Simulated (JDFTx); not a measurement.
The system is I.

```xyz
1
Lattice="0.0000 2.3656 3.9098 2.1922 0.0000 3.9098 2.1922 2.3656 0.0000" Properties=species:S:1:pos:R:3 pbc="T T T"
I     0.0000    0.0000    0.0000
```

* Program: JDFTx 1.7.0 (patched build)
* Task: relaxation of cell and atoms
* Functional: PBE
* Dispersion: D3(BJ)
* Potentials or basis: PseudoDojo-SR-PBE-0.5-standard
* Cutoff: 952 eV
* Density cutoff: 3810 eV
* k mesh: 9 × 9 × 9
* Occupations: fermi-dirac, width 0.05 eV
* Spin: no spin polarisation

At the start: pressure -1.0 GPa; volume 40.55 Å³/atom.

Question: How do energy, volume and symmetry change on relaxing?

Answer: Over 11 steps the energy falls by 11.0 meV/atom and the volume is 37.26 Å³/atom (-8.1 %); space group Fmmm (No. 69, to 0.05 Å).

The path:
```csv
step,energy change (eV),largest force (eV/Å),pressure (GPa),volume (Å³)
1,0.0000,0.0000,-1.02,40.55
2,-0.0012,0.0000,-0.90,40.36
3,-0.0047,0.0000,-0.24,39.38
4,-0.0061,0.0000,-0.25,39.13
5,-0.0102,0.0000,-0.07,37.75
6,-0.0108,0.0000,0.02,37.26
7,-0.0109,0.0000,-0.07,37.36
8,-0.0109,0.0000,0.07,37.23
9,-0.0110,0.0000,0.00,37.29
10,-0.0110,0.0000,-0.01,37.29
11,-0.0110,0.0000,0.02,37.26
```

Final structure:
```
I
1.0
     0.00000    2.30460    3.65972
     2.20895    0.00000    3.65972
     2.20895    2.30460    0.00000
I
1
Direct
  0.00000 0.00000 0.00000
```

Caveat: the plane waves are those of the starting cell, so after so large a change of volume the result is rough; an odd number of electrons without spin polarisation forces a metal; a magnetic or distorted state may lie lower; pairwise dispersion overbinds metals, which lowers pressure and volume.
